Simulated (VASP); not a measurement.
# BaS (Fm-3m) in VASP: a series of runs, part 2 of 2

VASP 6.6.1. The steps go on from the part before.

### 3 Electric field gradients, r2SCAN

POSCAR reads:

```
BaS
1.0
    0.0000000000      3.1937500000      3.1937500000
    3.1937500000      0.0000000000      3.1937500000
    3.1937500000      3.1937500000      0.0000000000
Ba S
1 1
Direct
    0.0000000000      0.0000000000      0.0000000000
    0.5000000000      0.5000000000      0.5000000000
```

INCAR.step1 reads:

```
  PREC = Accurate
  ENCUT = 520
  ISMEAR = -1
  SIGMA = 0.01
  LREAL = F
  LASPH = T
  NELM = 60
  NBANDS = 15
  GGA = PE
  ALGO = Normal
  EDIFF = 1E-4
  LWAVE = T
  LCHARG = F
```

INCAR.step2 reads:

```
  PREC = Accurate
  ENCUT = 520
  EDIFF = 1E-8
  ISMEAR = -1
  SIGMA = 0.01
  LREAL = F
  LASPH = T
  NELM = 60
  ALGO = Normal
  ISIF = 2
  LWAVE = F
  LCHARG = F
  METAGGA = R2SCAN
  LMIXTAU = T
  LEFG = T
  NBANDS = 15
  ISTART = 1
```

KPOINTS reads:

```
Automatic mesh
0
Gamma
  7 7 7
```

Potentials or basis: VASP PAW PBE potentials, release 64 (Ba_sv, S).

Launch:

```
> cat potpaw_PBE.64/Ba_sv/POTCAR potpaw_PBE.64/S/POTCAR > POTCAR
> cp INCAR.step1 INCAR
> mpirun -np 1 vasp_std > vasp.out
> cp INCAR.step2 INCAR
> mpirun -np 1 vasp_std > vasp.out
```

OUTCAR:

```text
PREC = Accurate
   ENCUT = 520
   EDIFF = 1E-8
   ISMEAR = -1
   LREAL = F
   LASPH = T
   NELM = 60
   ISIF = 2
   METAGGA = R2SCAN
   ISTART = 1

 ion  position               nearest neighbor table
   1  0.000  0.000  0.000-   2 3.19   2 3.19   2 3.19   2 3.19   2 3.19   2 3.19
   2  0.500  0.500  0.500-   1 3.19   1 3.19   1 3.19   1 3.19   1 3.19   1 3.19

  LATTYP: Found a face centered cubic cell.
 ALAT       =     6.3875000000

  Lattice vectors:

 A1 = (   0.0000000000,   3.1937500000,   3.1937500000)
 A2 = (   3.1937500000,   0.0000000000,   3.1937500000)
 A3 = (   3.1937500000,   3.1937500000,   0.0000000000)

Analysis of symmetry for initial positions (statically):
=====================================================================
 Subroutine PRICEL returns:
 Original cell was already a primitive cell.

 Routine SETGRP: Setting up the symmetry group for a
 face centered cubic supercell.

[... 542 lines left out ...]
      direct lattice vectors                 reciprocal lattice vectors
     0.000000000  3.193750000  3.193750000    -0.156555773  0.156555773  0.156555773
     3.193750000  0.000000000  3.193750000     0.156555773 -0.156555773  0.156555773
     3.193750000  3.193750000  0.000000000     0.156555773  0.156555773 -0.156555773

 POSITION                                       TOTAL-FORCE (eV/Angst)
 -----------------------------------------------------------------------------------
      0.00000      0.00000      0.00000         0.000000      0.000000      0.000000
      3.19375      3.19375      3.19375         0.000000      0.000000      0.000000
 -----------------------------------------------------------------------------------
    total drift:                                0.000000      0.000000      0.000000

  FREE ENERGIE OF THE ION-ELECTRON SYSTEM (eV)
  ---------------------------------------------------
  free  energy   TOTEN  =       -39.1983833225 eV

  energy  without entropy=      -39.1983833225  energy(sigma->0) =      -39.19838332

 Electric field gradients (V/A^2)
---------------------------------------------------------------------
 ion       V_xx      V_yy      V_zz      V_xy      V_xz      V_yz
---------------------------------------------------------------------
   1       0.000    -0.000    -0.000     0.000     0.000     0.000
   2      -0.000    -0.000     0.000     0.000     0.000     0.000
---------------------------------------------------------------------

 Electric field gradients after diagonalization (V/A^2)
 (convention: |V_zz| > |V_xx| > |V_yy|)
----------------------------------------------------------------------
 ion       V_xx      V_yy      V_zz     asymmetry (V_yy - V_xx)/ V_zz
----------------------------------------------------------------------
   1      -0.000    -0.000     0.000       0.000
   2      -0.000    -0.000     0.001       0.000
----------------------------------------------------------------------

           NMR quadrupolar parameters

 Cq : quadrupolar parameter    Cq=e*Q*V_zz/h
 eta: asymmetry parameters     (V_yy - V_xx)/ V_zz
 Q  : nuclear electric quadrupole moment in mb (millibarn)
----------------------------------------------------------------------
 ion       Cq(MHz)       eta       Q (mb)
----------------------------------------------------------------------
   1       0.000       0.000       1.000
   2       0.000       0.000       1.000
----------------------------------------------------------------------
```

OUTCAR.step1:

```text
PREC = Accurate
   ENCUT = 520
   ISMEAR = -1
   LREAL = F
   LASPH = T
   NELM = 60
[... 572 lines left out ...]
 -----------------------------------------------------------------------------------
      0.00000      0.00000      0.00000         0.000000      0.000000      0.000000
      3.19375      3.19375      3.19375        -0.000000     -0.000000     -0.000000
 -----------------------------------------------------------------------------------
    total drift:                                0.000000      0.000000      0.000000

  FREE ENERGIE OF THE ION-ELECTRON SYSTEM (eV)
  ---------------------------------------------------
  free  energy   TOTEN  =       -10.1847178372 eV

  energy  without entropy=      -10.1847178372  energy(sigma->0) =      -10.18471784
```

Run time: 3.7 min. Hardware: 1 thread of Intel Xeon 8259CL, shared host; peak memory 0.22 GiB.

Results:

- Free energy: -39.1984 eV
- Pressure: 1.4 GPa
- Band gap on the k mesh: 2.53 eV (least direct gap 2.67 eV)
- Largest electric field gradient by atom: zero within the noise of the run

Caveat: the PAW data sets were made with another functional, which shifts forces and pressure a little; spin-orbit coupling is left out, which moves the levels of the heavy elements; an odd mesh through Γ misses points on the zone boundary, where band edges can lie.

### 4 Against experiment

Step 2. Against the measured gap of BaS, 3.806 eV (indirect; 2 K; a printed reference work, monograph, original work of 1988), the calculated 2.04 eV is off by -1.76 eV. Spin-orbit coupling on Ba is left out. The value is that of PBEsol on a finite k mesh, which can miss the band edges, without temperature or zero-point motion. Semilocal functionals fall short of measured gaps as a rule.
